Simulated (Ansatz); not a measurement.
Te:

```
Te
1.0
     5.22326    0.00000    0.00000
     0.00000    5.22326    0.00000
     0.00000    0.00000    5.22326
Te
4
Direct
  0.87500 0.12500 0.62500
  0.37500 0.37500 0.37500
  0.12500 0.62500 0.87500
  0.62500 0.87500 0.12500
```

The cell was built by a generator and needn't be a form met in nature.

Below is the output of Ansatz 0.2.0 for this cell. Logs are shortened: lines on timing, memory, paths and dates and some standing lists are left out, and cuts for length are marked.

```text
Warning: output.stress: scf.convergence.dr2_threshold = 1e-7 eV (the SCF's general default) is looser than the 4e-10 eV advised for a printed stress (1e-10 eV for each atom of the cell: 4). What an SCF threshold leaves in a stress goes as its square root, and in the free energy as the threshold itself, and one threshold admits the most on a small cell: of the crystals measured, under no hybrid functional and no lock of the moments, on runs that ended without the residual-converged pass, on stresses that held no estimate of that error, the worst erred by over 100 MPa in a component at 1e-7 eV an atom and by under 5 at 1e-10. Set scf.convergence.dr2_threshold to 4e-10 eV or tighter. The threshold is an SCF's pass mark: one that does not reach it within its budget of iterations ends unconverged, or closes short of it on a stop that the run arms, and scf.convergence.dr2_threshold's page says what that costs each kind of run
Warning: output.stress: scf.exx.energy_threshold = 1e-6 eV is looser than the 4e-8 eV advised for a stress under a hybrid functional (1e-8 eV for each atom of the cell: 4). Every SCF of the exchange loop can meet its threshold on dr2 while the loop round them stops early: no threshold on dr2 bounds what that leaves in the stress. Set scf.exx.energy_threshold to 4e-8 eV or tighter. The threshold is the loop's pass mark: a loop that does not reach it within its budget of cycles ends unconverged, and scf.exx.energy_threshold's page has the law
GPUs: using 1 of 1 available (devices: 1).
Engine: ansatz 0.2.0, x86_64-unknown-linux-gnu
Pseudopotentials: kind: paw
Pseudopotential: Te, paw, valence charge 16, recommended cutoff 420 eV (normal), Te.paw.azcp
Functional definition: unnamed
  parameter a_1 = 0.5
  parameter omega_1 = 0.2/angstrom
  exchange = pbe_x + (-a_1)*pbe_x_sr(omega_1) + a_1*exact_x_sr(omega_1)
  correlation = pbe_c
device memory: the entry about to start is reckoned to put 1.3 GiB on a device that reports 40.7 GiB free (of which the cap on the GPU budget leaves the run 18.0 GiB)
GPU FFT provider: cuFFT
GPU libraries: cuBLAS 13.8.2, cuFFT 12.4.0, cuSOLVER 12.3.4
Crystal: 4 atoms, lattice volume = 142.503 Å³
[... 82 lines left out ...]
  E_vxc        = -252.597144  (∫ρ·V_xc dr)
  E_exx        = -360.447907  (= α·E_x^exact, valence–valence)
  E_paw        = -18514.060038  (= ΣΔE_a)
  E_vpaw       = -1226.065606  (= ΣTr[D̂ρ^β])
  E_aug_tail   = -0.000714  (compensation charges beyond the density's cutoff)
  E_ewald      = -6251.969641
  E_core_change = -1.421434  (= ΣΔE_core)
  E_smearing   = -0.000791  (= −TS)
  E_closure    = 0.000000  (closes the sum)
  Σ components = -27953.101350   (vs F -27953.101350, Δ=0.00e0)
--- Forces (eV/Å), atoms counted from 1 ---
  atom   1  Te    -0.00000000     0.00000000     0.00000000
  atom   2  Te    -0.00000000     0.00000000     0.00000000
  atom   3  Te    -0.00000000    -0.00000000     0.00000000
  atom   4  Te    -0.00000000    -0.00000000     0.00000000
  max |Σ_I F_I| component: 1.54e-18 eV/Å
--- Stress (GPa, compression-positive) ---
       -3.433665       0.000000       0.000000
        0.000000      -3.433665      -0.000000
        0.000000      -0.000000      -3.433665
  P = ⅓ Tr σ = -3.4337 GPa (-34.337 kbar)
--- Band table (eV) ---
  k-point 0: bands = ["-34.9871", "-34.9871", "-34.9871", "-34.9556", "-34.9556", "-34.9556", "-34.9536", "-34.9510", "-34.9510", "-34.9510", "-34.9458", "-34.9458", "-34.9284", "-34.9284", "-34.9284", "-34.9226", "-34.9226", "-34.9226", "-34.9164", "-34.9164", "-8.6157", "-4.7702", "-4.7702", "-4.7702", "3.3689", "3.3689", "3.3689", "3.6385", "3.6385", "3.6385", "6.5752", "6.5752", "8.5981", "8.5981", "8.5981", "10.9841", "13.1916", "15.2074", "15.2074"]
  k-point 1: bands = ["-34.9857", "-34.9823", "-34.9815", "-34.9698", "-34.9584", "-34.9556", "-34.9555", "-34.9499", "-34.9467", "-34.9465", "-34.9440", "-34.9386", "-34.9383", "-34.9323", "-34.9307", "-34.9291", "-34.9278", "-34.9218", "-34.9086", "-34.9079", "-8.0567", "-6.5548", "-4.3565", "-3.8592", "1.7668", "2.4151", "2.5901", "3.1191", "5.5541", "5.9384", "5.9559", "7.6764", "8.9022", "9.0244", "9.0534", "9.2161", "13.1807", "13.2391", "14.3187"]
  k-point 2: bands = ["-34.9845", "-34.9794", "-34.9791", "-34.9735", "-34.9625", "-34.9590", "-34.9539", "-34.9514", "-34.9506", "-34.9469", "-34.9389", "-34.9349", "-34.9331", "-34.9323", "-34.9314", "-34.9307", "-34.9272", "-34.9189", "-34.9147", "-34.9067", "-7.5615", "-6.6082", "-4.9323", "-4.2469", "1.7453", "2.5232", "2.8912", "3.9042", "4.6976", "5.1819", "6.1007", "6.4630", "8.7598", "9.5367", "10.2415", "10.9607", "12.6028", "13.9523", "14.5168"]
  k-point 3: bands = ["-34.9833", "-34.9766", "-34.9758", "-34.9757", "-34.9669", "-34.9639", "-34.9598", "-34.9570", "-34.9409", "-34.9398", "-34.9346", "-34.9343", "-34.9339", "-34.9326", "-34.9319", "-34.9298", "-34.9230", "-34.9204", "-34.9196", "-34.9095", "-7.0983", "-6.3999", "-5.3389", "-4.7587", "1.1184", "1.6770", "2.8158", "3.5552", "4.7011", "6.4382", "6.9819", "8.0122", "9.1768", "9.3489", "9.6716", "11.2791", "13.2184", "14.4415", "14.8500"]
```

**Question.** What input gives this log?

**Answer.** Single point with HSE06 form with a typed share of exact exchange, no spin polarisation. The files as run (others can give the same):

input
```
crystal:
  lattice:
    - [5.22326, 0.0, 0.0]
    - [0.0, 5.22326, 0.0]
    - [0.0, 0.0, 5.22326]
  atoms:
    - { symbol: Te, position: [0.875, 0.125, 0.625] }
    - { symbol: Te, position: [0.375, 0.375, 0.375] }
    - { symbol: Te, position: [0.125, 0.625, 0.875] }
    - { symbol: Te, position: [0.625, 0.875, 0.125] }
hamiltonian:
  xc: { exchange: pbe, correlation: pbe, exx: { coeff: 0.5, omega: 0.2 } }
  pseudopotentials: { kind: paw }
kpoints:
  mp_grid: { grid: [3, 3, 3] }
scf:
  occupations: { method: fermi_dirac, width: 0.05 }
output:
  forces: true
  stress: true
  eigenvalues: true
```

Caveat: odd divisions of the mesh miss points on the zone boundary, where band edges often lie, so the gap on the mesh can be too wide; spin-orbit coupling is left out, which moves the levels of the heavy elements; the PAW data sets come from PBE, with cores solved anew for the run's functional, which leaves a small shift of forces and pressure; the thresholds are loose for stress.
